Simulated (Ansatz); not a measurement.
# AlN: the cost of one run

Method: DFT PBE, scalar-relativistic, plane waves, PAW, in Ansatz 0.2.0.

## 1. The structure to begin with

Symmetry: Fm-3m, No. 225, cubic system. The conventional cell has a = 4.069 Å, b = 4.069 Å, c = 4.069 Å, α = 90.00°, β = 90.00°, γ = 90.00°. Al (site symmetry m-3m) has 6 N at 2.03 Å as nearest neighbours. N (site symmetry m-3m) has 6 Al at 2.03 Å as nearest neighbours.

As a file:

```xyz
2
Lattice="0.0000 2.0345 2.0345 2.0345 0.0000 2.0345 2.0345 2.0345 0.0000" Properties=species:S:1:pos:R:3 pbc="T T T"
Al    2.0345    2.0345    2.0345
N     0.0000    0.0000    0.0000
```

The structure comes from the Materials Project (structure only).

## 2. Random moves and strain, cell strained

Against the listed cell: strain xx, yy, zz, yz, xz, xy = -3.1, -4.7, -3.3, +0.1, +0.2, -0.1 %; atoms moved by 0.25 Å root mean square, at most 0.25 Å.

input.yaml reads:

```yaml
crystal:
  lattice:
    - [0.0022379698, 1.941377766, 1.9698203276]
    - [1.9760662979, 0.0001424163, 1.9719158811]
    - [1.9700848149, 1.9374918366, 0.0061238992]
  atoms:
    - { symbol: Al, position: [0.4953256742, 0.4114384832, 0.5086212066] }
    - { symbol: "N", position: [0.0046743258, 0.0885615168, -0.0086212066] }
basis:
  ecutwfc: 420
kpoints:
  mp_grid: { grid: [10, 10, 10] }
hamiltonian:
  xc: pbe
scf:
  occupations: { method: gaussian, width: 0.02 }
output:
  forces: true
  stress: true
  eigenvalues: true
  populations: true
  write_density: true
  write_potential: true
  elf: true
  volumetric_format: npy
```

Run with:

```console
ansatz run input.yaml --threads 1 --pin off --max-ram 1331MiB --backend cpu --events-out ev --progress --plain --runs-dir out
```

**Question.** How long does this run take on 1 thread of an x86-64 CPU, shared host, and how much memory does it need?

About 20 s, with a peak of 0.38 GiB.
